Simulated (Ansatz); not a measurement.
# Sb: the cost of one run

Method: DFT PBE, scalar-relativistic, in Ansatz 0.2.0.

## 1. The system as given

The structure is trigonal, space group R-3m (No. 166). Conventional cell: a = 4.301 Å, b = 4.301 Å, c = 11.232 Å, α = 90.00°, β = 90.00°, γ = 120.00°. Around Sb (site symmetry 3m) lie 3 Sb at 2.90 Å.

Structure file:

```
CELL_PARAMETERS angstrom
2.15060 1.24165 3.74400
-2.15060 1.24165 3.74400
0.00000 -2.48330 3.74400
ATOMIC_POSITIONS crystal
Sb 0.23364 0.23364 0.23364
Sb 0.76636 0.76636 0.76636
```

Atoms are numbered in the order of the input: Sb1, Sb2.

## 2. After the deformation

Space group R-3m before, R-3m after.

## 3. All-electron LAPW

input.yaml reads:

```yaml
crystal:
  lattice:
    - [2.1721063353, 1.2540661774, 3.744]
    - [-2.1721063353, 1.2540661774, 3.744]
    - [0.0, -2.5081323547, 3.744]
  atoms:
    - { symbol: Sb, position: [0.23364, 0.23364, 0.23364] }
    - { symbol: Sb, position: [0.76636, 0.76636, 0.76636] }
kpoints:
  mp_grid: { grid: [9, 9, 9] }
  band_path:
    path:
      - [0.0, 0.0, 0.0]
      - [0.5, 0.5, 0.5]
      - [0.7585374026, 0.2414625974, 0.5]
      - [0.5, -0.2414625974, 0.2414625974]
      - [0.5, 0.0, 0.0]
      - [0.0, 0.0, 0.0]
      - [0.3707312987, -0.3707312987, 0.0]
      - [0.6292687013, 0.0, 0.3707312987]
      - [0.5, 0.0, 0.5]
    npoints: 5
scf:
  occupations: { method: fermi_dirac, width: 0.05 }
hamiltonian:
  xc: pbe
  pseudopotentials: { kind: all_electron, lapw: { basis_error: 0.0005 } }
output:
  forces: true
  stress: true
  eigenvalues: true
```

Run with:

```
$ ansatz run input.yaml --threads 1 --pin off --max-ram 3072MiB --backend cpu --events-out ev --progress --plain --runs-dir out
```

What time and memory should one allow on 1 thread of Intel Xeon 6975P-C (Granite Rapids), shared host?

About 15 s, with a peak of 0.48 GiB.
